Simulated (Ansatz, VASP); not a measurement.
# Be in VASP and in Ansatz

```
CELL_PARAMETERS angstrom
2.17127 0.00000 0.00000
0.00000 2.17127 0.00000
0.00000 0.00000 2.17127
ATOMIC_POSITIONS crystal
Be 0.00000 0.00000 0.00000
```

Alike in both runs: functional r2SCAN; k mesh 15 × 15 × 15; occupations fermi-dirac, width 0.1 eV; no spin polarisation.

Ansatz relaxed the structure, and its values are those at the end. VASP's run is a single point on that final structure, the one shown.

|  | VASP | Ansatz |
| --- | --- | --- |
| version | VASP 6.6.1 | Ansatz 0.2.0 |
| potentials or method | VASP PAW PBE potentials, release 64 (Be) | plane waves (500 eV) with PAW, scalar-relativistic |
| plane-wave cutoff (eV) | 520 | 500 |
| valence electrons in the cell | 2 | 2 |

|  | VASP | Ansatz | Ansatz less VASP |
| --- | --- | --- | --- |
| pressure (GPa) | 0.0 | 0.0 | -0.02 |

Caveats: the PAW data sets were made with another functional, which shifts forces and pressure a little (VASP).
